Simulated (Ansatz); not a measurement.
# Te5Mo: the cost of one run

Computed with Ansatz 0.2.0 (DFT PBE, scalar-relativistic, plane waves, PAW, unless a step's input says otherwise).

### 1 The system as given

Symmetry: F-43m, No. 216, cubic system. Conventional cell: a = 8.956 Å, b = 8.956 Å, c = 8.956 Å, α = 90.00°, β = 90.00°, γ = 90.00°. Te (site symmetry -43m) has 12 Te at 3.71 Å and 4 Mo at 3.88 Å as nearest neighbours. Te (site symmetry 3m) has 9 Te at 3.14 to 3.71 Å and 3 Mo at 3.72 Å as nearest neighbours. Around Mo (site symmetry -43m) lie 16 Te at 3.72 to 3.88 Å.

As a file:

```cif
data_structure
_symmetry_space_group_name_H-M 'P 1'
_symmetry_Int_Tables_number 1
_cell_length_a 6.3331
_cell_length_b 6.3331
_cell_length_c 6.3331
_cell_angle_alpha 60.000
_cell_angle_beta 60.000
_cell_angle_gamma 60.000
_cell_volume 179.61
loop_
_atom_site_label
_atom_site_type_symbol
_atom_site_fract_x
_atom_site_fract_y
_atom_site_fract_z
_atom_site_occupancy
Te1 Te 0.25000 0.25000 0.25000 1
Te2 Te 0.12776 0.62408 0.62408 1
Te3 Te 0.62408 0.62408 0.62408 1
Te4 Te 0.62408 0.62408 0.12776 1
Te5 Te 0.62408 0.12776 0.62408 1
Mo1 Mo 0.00000 0.00000 0.00000 1
```

A structure generator made this guess: species swapped into a database cell of TmCu5 (F-43m, No. 216), with Mo on the Tm sites and Te on the Cu sites. Lengths come from tabulated atomic sizes and are only a guess.

### 2 A first look at the guess

Input file input.yaml:

```yaml
crystal:
  lattice:
    - [0.0, 4.4781429, 4.4781429]
    - [4.4781429, 0.0, 4.4781429]
    - [4.4781429, 4.4781429, 0.0]
  atoms:
    - { symbol: Te, position: [0.25, 0.25, 0.25] }
    - { symbol: Te, position: [0.1277616, 0.62407947, 0.62407947] }
    - { symbol: Te, position: [0.62407947, 0.62407947, 0.62407947] }
    - { symbol: Te, position: [0.62407947, 0.62407947, 0.1277616] }
    - { symbol: Te, position: [0.62407947, 0.1277616, 0.62407947] }
    - { symbol: Mo, position: [0.0, 0.0, 0.0] }
basis:
  ecutwfc: 420
kpoints:
  mp_grid: { grid: [4, 4, 4] }
hamiltonian:
  xc: pbe
scf:
  occupations: { method: gaussian, width: 0.1 }
  lower_state_search: "off"
output:
  forces: true
  stress: true
  eigenvalues: true
```

Command:

```sh
> ansatz run input.yaml --threads 1 --pin off --max-ram 2560MiB --backend cpu --events-out ev --progress --plain --runs-dir out
```

What time and memory should one allow on 1 thread of Arm Neoverse V2, shared host?

About 4.7 s, with a peak of 0.39 GiB.
